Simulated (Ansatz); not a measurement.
**Frozen-phonon scan for GeO2 (rutile)**

Relaxed GeO$_{2}$ (rutile):

```
GeO2
1.0
    4.48750     0.00000     0.00000
    0.00000     4.48750     0.00000
    0.00000     0.00000     2.90497
Ge O
2 4
Cartesian
  0.00000   0.00000   0.00000
  2.24375   2.24375   1.45249
  1.37831   1.37831   0.00000
  3.62206   0.86544   1.45249
  0.86544   3.62206   1.45249
  3.10919   3.10919   0.00000
```

A phonon eigenvector at Γ is frozen into this cell: atom i moves by Q times the vector below, so Q is the largest atomic displacement, in Å. The cell is held.

```csv
atom,x,y,z
O3,-0.707,-0.707,0.000
O4,-0.707,0.707,0.000
O5,0.707,-0.707,0.000
O6,0.707,0.707,0.000
```

Atoms not listed stay in place.

Level of theory: PBE (plane waves to 420 eV, PAW, scalar-relativistic; Ansatz, a quantum-chemistry and plane-wave program). k mesh 8×8×11 (Γ-centred), Fermi-Dirac smearing 0.05 eV. E stands for the smeared free energy. Stress and pressure are positive under compression. GeO2 was relaxed with its symmetry unable to fall. The zero of ΔE is the undisplaced structure.

```
Q (Å)   ΔE (meV/cell)  P (GPa)  −dE/dQ from forces (eV/Å)
------  -------------  -------  -------------------------
-0.280           5601     47.8                     48.210
-0.233           3635     35.0                     36.345
-0.187           2179     24.4                     26.356
-0.140           1151     15.8                     17.970
-0.093            481      8.9                     10.927
-0.047            113      3.6                      5.001
0.000               0      0.0                      0.001
0.047             101     -2.0                     -4.236
0.093             386     -2.5                     -7.854
0.140             827     -1.2                    -10.997
0.187            1407      2.0                    -13.835
0.233            2118      7.2                    -16.629
0.280            2965     14.8                    -19.781
```

Key numbers:

| Property | Result |
|---|---|
| Energy at Q = 0.280 Å | 2965 meV/cell |
| Space group of the distorted cell | P4_2/mnm (No. 136), as undistorted: a fully symmetric mode |
| Symmetry of the curve | not even: the negative side lies higher at ±0.280 Å |
| Shape of the curve | a single well with its minimum at or next to zero displacement |
| Harmonic wavenumber from the curvature (finite differences) | 647 cm⁻¹ |
| Wavenumber by perturbation theory (DFPT, on another k mesh) | 647 cm⁻¹ |

The 13 points together took around 2.2 core-minutes (rough).

(For displaced atoms, the force is minus the slope of the energy, and its curvature is a force constant, which sets phonon frequencies.)
